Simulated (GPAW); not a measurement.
Runs of GPAW 26.7.0 on MnS. The structure is trigonal, space group R-3m (No. 166). The conventional cell has a = 3.660 Å, b = 3.660 Å, c = 8.913 Å, α = 90.00°, β = 90.00°, γ = 120.00°. Mn (site symmetry -3m) is surrounded by 6 S at 2.58 Å. S (site symmetry -3m) has 6 Mn at 2.58 Å as nearest neighbours. The cell is a database's computed one.

```tsv
level	potentials or basis	U	cell	smearing	gap on the mesh (eV)	pressure (GPa)	moment (μB)
PBEsol	PAW data sets generated in the run's folder for this functional, pw	-	as given	gaussian 0.05 eV	none	-6.0	(a)
PBE	GPAW PAW data sets (gpaw-data 1.2.1), pw	-	the cell as VASP's run set it	gaussian 0.1 eV	none	-1.6	4.64
PBE+D4+U	GPAW PAW data sets (gpaw-data 1.2.1), pw	Mn d U = 2 eV	the cell as VASP's run set it	gaussian 0.01 eV	none	1.7	4.97
PBE	GPAW PAW data sets (gpaw-data 1.2.1), pw	-	as given	gaussian 0.1 eV	none	-1.6	4.64
```

Alike in all rows: task single point; spin collinear, ferromagnetic start; k mesh 9 × 9 × 9; cutoff (eV) 600.

Problem. Estimate the missing entries.

Solution. (a) 4.60.

Caveats: a cell with one magnetic atom can't hold antiferromagnetic order, which such compounds often take; semilocal functionals often make such compounds metallic where correlation or magnetic order opens a gap, which also shifts bond lengths (some runs); pairwise dispersion overbinds metals, which lowers pressure and volume (some runs).

A gap of «none» marks a metal or a gap under the smearing width.
